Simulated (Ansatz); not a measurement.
A correction line for HF/def2-TZVPP: atomisation enthalpy at 298 K

The atomisation enthalpy at 298 K in kJ/mol of 7 O-containing molecules: x at HF/def2-TZVPP, y from tabulated heats of molecules and atoms (Active Thermochemical Tables, CRC Handbook of Chemistry and Physics, NIST-JANAF tables). Shapes, held fixed at every level: PBE0-D4/def2-TZVP. Flexible molecules stand in one conformer, not always the lowest. Computed values hold a harmonic thermal term (PBE0-D4/def2-TZVP) and the atoms' spin-orbit lowering. Programs: Ansatz 0.2.0.

| molecule | x (kJ/mol) | y (kJ/mol) |
| --- | --- | --- |
| H2O2 (hydrogen peroxide) | 507 | 1070 |
| SO3 (sulfur trioxide) | 561 | 1420 |
| SOF2 (thionyl fluoride) | 599 | ? |
| SiO2 (silicon dioxide molecule) | 635 | 1254 |
| OCS (carbonyl sulfide) | 849 | 1381 |
| C2H3BrO (acetyl bromide) | 1805 | 2639 |
| C2H4O2 (acetic acid) | 2229 | 3236 |

Task: Fit y = c + s·x to the known rows and predict y for SOF2.

Result: 
1. Means of the 6 rows: x = 1097.67, y = 1833.3.
2. Σ(Δx)² = 2693029, Σ(Δx·Δy) = 3209975, so the slope is 3209975/2693029 = 1.192.
3. Intercept: 1833.3 − (1.192) × 1097.67 = 524.9. The largest residual of the fit is 226.
4. SOF2: 524.9 + 1.192 × 599 = 1239 kJ/mol.

The tabulated heats give 1229 kJ/mol, so the prediction is off by +10 kJ/mol, within the largest residual. Uncorrected, HF/def2-TZVPP misses SOF2 by -630 kJ/mol, and the other rows by 736 on average. With references in doubt, neither the misses nor the line can be laid on the level alone. Hartree–Fock lacks correlation, which doesn't scale simply with the atomisation energy. Left out in turn, the other rows are missed by 139 kJ/mol on average. The heats of C2H3BrO (acetyl bromide) come from older tables and can be uncertain by 10 kJ/mol or more. The tabulated values of SOF2, SiO2 are in doubt (older tables, estimates, or at odds with other calculations) and kept here. Relativity is left out for Br.
